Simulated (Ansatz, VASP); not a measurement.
**Y in VASP and in Ansatz**

```
Y
1.0
     0.00000    3.54227    3.54227
     3.54227    0.00000    3.54227
     3.54227    3.54227    0.00000
Y
2
Direct
  0.00000 0.00000 0.00000
  0.25000 0.25000 0.25000
```

Change from the starting cell: volume scaled by 1.02.

Alike in both runs: task single point; functional PBE; k mesh 9 × 9 × 9; occupations fermi-dirac, width 0.05 eV; no spin polarisation.

|  | VASP | Ansatz |
| --- | --- | --- |
| version | VASP 6.6.1 | Ansatz 0.2.0 |
| potentials or method | VASP PAW PBE potentials, release 64 (Y_sv), cutoff 520 eV | all-electron LAPW, scalar-relativistic |

```tsv
	VASP	Ansatz	Ansatz less VASP
pressure (GPa)	-0.2	-0.2	-0.01
```

Ansatz ran all-electron here, so the differences hold the error of VASP's frozen core and of both bases.
